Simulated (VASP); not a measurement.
Crystal: GeS.

```
Ge S
1.0
    10.79770    0.00000    0.00000
     0.00000    3.73272    0.00000
     0.00000    0.00000    4.40658
Ge S
4 4
Direct
  0.12473 0.25000 0.13269
  0.37527 0.75000 0.63269
  0.62473 0.25000 0.36731
  0.87527 0.75000 0.86731
  0.84950 0.25000 0.49643
  0.65050 0.75000 0.99643
  0.34950 0.25000 0.00357
  0.15050 0.75000 0.50357
```

The cell isn't the ideal one: a relaxed cell with its volume scaled by 1.04.

```yaml
Program: VASP 6.6.1
Task: relaxation of shape and atoms at fixed volume
Functional: PBE
Dispersion: D3(BJ)
Potentials_or_basis: VASP PAW PBE potentials, release 64 (Ge_d, S)
Cutoff: 600 eV
k_mesh: 4 × 8 × 6
Occupations: gaussian, width 0.03 eV
Spin: no spin polarisation
```

At the start: pressure -3.1 GPa; volume 22.20 Å³/atom.

Problem. Where does the relaxation end?

Solution. Over 7 steps the energy falls by 3.4 meV/atom; space group Pnma (No. 62, to 0.05 Å).

Step by step:
```csv
step,energy change (eV),largest force (eV/Å),pressure (GPa)
1,0.0000,0.2352,-3.11
2,-0.0141,0.1330,-2.67
3,-0.0218,0.0459,-2.06
4,-0.0247,0.0259,-1.97
5,-0.0268,0.0175,-1.83
6,-0.0268,0.0201,-1.82
7,-0.0270,0.0064,-1.78
```

Final structure:
```
CELL_PARAMETERS angstrom
10.85118 0.00000 0.00000
0.00000 3.67869 0.00000
0.00000 0.00000 4.44927
ATOMIC_POSITIONS crystal
Ge 0.12709 0.25000 0.13635
Ge 0.37291 0.75000 0.63635
Ge 0.62709 0.25000 0.36365
Ge 0.87291 0.75000 0.86365
S 0.84725 0.25000 0.49976
S 0.65275 0.75000 0.99976
S 0.34725 0.25000 0.00024
S 0.15275 0.75000 0.50024
```
